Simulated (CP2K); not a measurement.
Slab: WS2, a slab with vacuum.

```
CELL_PARAMETERS angstrom
3.18352 0.00000 0.00000
-1.59176 2.75701 0.00000
0.00000 0.00000 16.95058
ATOMIC_POSITIONS crystal
W 0.00000 0.00000 0.00000
S 0.33333 0.66667 0.09200
S 0.33333 0.66667 0.90800
```

Base run:

* Program: CP2K 2026.2
* Functional: PBEsol
* Potentials or basis: GTH_POTENTIALS W GTH-PBE-q14, S GTH-PBE-q6; DZVP-MOLOPT-SR-GTH basis
* Density cutoff: 6123 eV
* k mesh: 7 × 7 × 2
* Occupations: fermi-dirac, width 0.05 eV
* Spin: no spin polarisation
* Hubbard terms: W d U = 2.0 eV

Its results: band gap on the k mesh 1.90 eV, indirect (least direct gap 2.39 eV); largest force 0.023 eV/Å.

**Question.** After a change of settings the same cell gave: band gap on the k mesh 2.12 eV, indirect (least direct gap 2.51 eV); largest force 0.048 eV/Å. Which change was it?
A. hubbard terms from W d U = 2.0 eV to W d U = 4.0 eV
B. hubbard terms from W d U = 2.0 eV to none
C. k mesh from 7 × 7 × 2 to 10 × 10 × 2; hubbard terms from W d U = 2.0 eV to none

**Answer.** B.

Caveats: the potentials were made for another functional, which shifts forces and pressure; spin-orbit coupling is left out, which moves the levels of the heavy elements; the basis of atomic orbitals isn't converged, which shifts pressures, moduli and gaps; this program's U acts on Mulliken populations of all basis functions of the shell, so it isn't the U of plane-wave codes (some runs); energies scatter by some meV and the pressure isn't listed (some runs).
